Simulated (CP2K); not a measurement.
A run of CP2K 2026.2 is set up as follows.

Contents of sro_bands.inp:

```
&GLOBAL
  PROJECT sro_bands
  RUN_TYPE ENERGY_FORCE
  PRINT_LEVEL LOW
&END GLOBAL
&FORCE_EVAL
  METHOD QS
  STRESS_TENSOR ANALYTICAL
  &DFT
    BASIS_SET_FILE_NAME BASIS_MOLOPT_UZH
    POTENTIAL_FILE_NAME POTENTIAL_UZH
    &MGRID
      CUTOFF 600
      REL_CUTOFF 60
      NGRIDS 4
    &END MGRID
    &QS
      METHOD GPW
      EPS_DEFAULT 1.0E-10
    &END QS
    &KPOINTS
      SCHEME MONKHORST-PACK 9 9 9
      GAMMA_CENTERED T
      SYMMETRY T
      SYMMETRY_BACKEND SPGLIB
    &END KPOINTS
    &SCF
      SCF_GUESS ATOMIC
      EPS_SCF 1.0E-6
      MAX_SCF 100
      ADDED_MOS 10
      CHOLESKY OFF
      EPS_EIGVAL 1.0E-7
      &DIAGONALIZATION ON
        ALGORITHM STANDARD
      &END DIAGONALIZATION
      &MIXING ON
        METHOD BROYDEN_MIXING
        ALPHA 0.4
        BETA 1.5
        NBUFFER 8
      &END MIXING
      &SMEAR ON
        METHOD FERMI_DIRAC
        ELECTRONIC_TEMPERATURE 580.23
      &END SMEAR
    &END SCF
    &XC
      &XC_FUNCTIONAL
        &GGA_X_PBE_SOL
        &END GGA_X_PBE_SOL
        &GGA_C_PBE_SOL
        &END GGA_C_PBE_SOL
      &END XC_FUNCTIONAL
    &END XC
    &PRINT
      &KPOINTS ON
      &END KPOINTS
      &MULLIKEN ON
      &END MULLIKEN
      &MO ON
        ENERGIES T
        OCCUPATION_NUMBERS T
        &EACH
          QS_SCF 0
        &END EACH
        ADD_LAST NUMERIC
      &END MO
      &BAND_STRUCTURE
        FILE_NAME bands.bs
        ADDED_MOS 2
        &KPOINT_SET
          UNITS B_VECTOR
          NPOINTS 6
          SPECIAL_POINT GAMMA 0.00000000 0.00000000 0.00000000
          SPECIAL_POINT X 0.50000000 0.00000000 0.50000000
          SPECIAL_POINT W 0.50000000 0.25000000 0.75000000
          SPECIAL_POINT K 0.37500000 0.37500000 0.75000000
          SPECIAL_POINT GAMMA 0.00000000 0.00000000 0.00000000
          SPECIAL_POINT L 0.50000000 0.50000000 0.50000000
          SPECIAL_POINT U 0.62500000 0.25000000 0.62500000
          SPECIAL_POINT W 0.50000000 0.25000000 0.75000000
          SPECIAL_POINT L 0.50000000 0.50000000 0.50000000
          SPECIAL_POINT K 0.37500000 0.37500000 0.75000000
        &END KPOINT_SET
        &KPOINT_SET
          UNITS B_VECTOR
          NPOINTS 6
          SPECIAL_POINT U 0.62500000 0.25000000 0.62500000
          SPECIAL_POINT X 0.50000000 0.00000000 0.50000000
        &END KPOINT_SET
      &END BAND_STRUCTURE
    &END PRINT
  &END DFT
  &SUBSYS
    &CELL
      A 3.6292962651 0.0000000000 0.0000000000
      B 1.8146481326 3.1430627635 0.0000000000
      C 1.8146481326 1.0476875878 2.9633079916
      PERIODIC XYZ
    &END CELL
    &COORD
      Sr  3.6292962651 2.0953751757 1.4816539958
      O   0.0000000000 0.0000000000 0.0000000000
    &END COORD
    &KIND Sr
      BASIS_SET TZVP-MOLOPT-PBE-GTH-q10
      POTENTIAL GTH-PBE-q10
    &END KIND
    &KIND O
      BASIS_SET TZVP-MOLOPT-PBE-GTH-q6
      POTENTIAL GTH-PBE-q6
    &END KIND
    &PRINT
      &ATOMIC_COORDINATES ON
      &END ATOMIC_COORDINATES
      &CELL ON
      &END CELL
    &END PRINT
  &END SUBSYS
  &PRINT
    &FORCES ON
    &END FORCES
    &STRESS_TENSOR ON
    &END STRESS_TENSOR
  &END PRINT
&END FORCE_EVAL
```

Potentials or basis: POTENTIAL_UZH Sr GTH-PBE-q10, O GTH-PBE-q6; TZVP-MOLOPT-PBE-GTH basis.

Command:

```console
$ OMP_NUM_THREADS=1 cp2k.psmp -i sro_bands.inp -o sro_bands.out
```

(1) Estimate the band gap on the k mesh.

(2) Predict the pressure.

(3) Estimate the band gap along the path.

Answers

(1) 3.45 eV, indirect (least direct gap 3.53 eV).

(2) 1.2 GPa.

(3) 3.38 eV, indirect (least direct gap 3.45 eV).

Caveat: the potentials were made for another functional, which shifts forces and pressure; the basis of atomic orbitals isn't converged, which shifts pressures, moduli and gaps.
